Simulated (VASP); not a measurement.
Crystal: KCl.

```
K Cl
1.0
    -0.00561    3.14319    3.18198
     3.13675    0.02781    3.14856
     3.12943    3.10246    0.03513
K Cl
1 1
Direct
  0.93385 0.04227 0.00876
  0.50469 0.46618 0.48592
```

The cell was built by a generator and needn't be a form met in nature.

Base run:

- Program: VASP 6.6.1
- Functional: PBEsol
- Potentials or basis: VASP PAW PBE potentials, release 64 (K_sv, Cl)
- Cutoff: 520 eV
- k mesh: 5 × 5 × 5, shifted
- Occupations: fermi-dirac, width 0.1 eV
- Spin: no spin polarisation

Its results: band gap on the k mesh 5.44 eV, direct; pressure 0.8 GPa; largest force 0.550 eV/Å.

Q: The run is repeated on the same cell with these changes: functional from PBEsol to r2SCAN. What comes out?

A: Band gap on the k mesh 6.23 eV, direct; pressure 1.3 GPa; largest force 0.653 eV/Å.

r2SCAN gives the wider gap, since meta-GGAs in the generalised Kohn-Sham scheme recover part of the derivative discontinuity.

Caveats: the PAW data sets were made with another functional, which shifts forces and pressure a little.

A k mesh can miss the band edges.
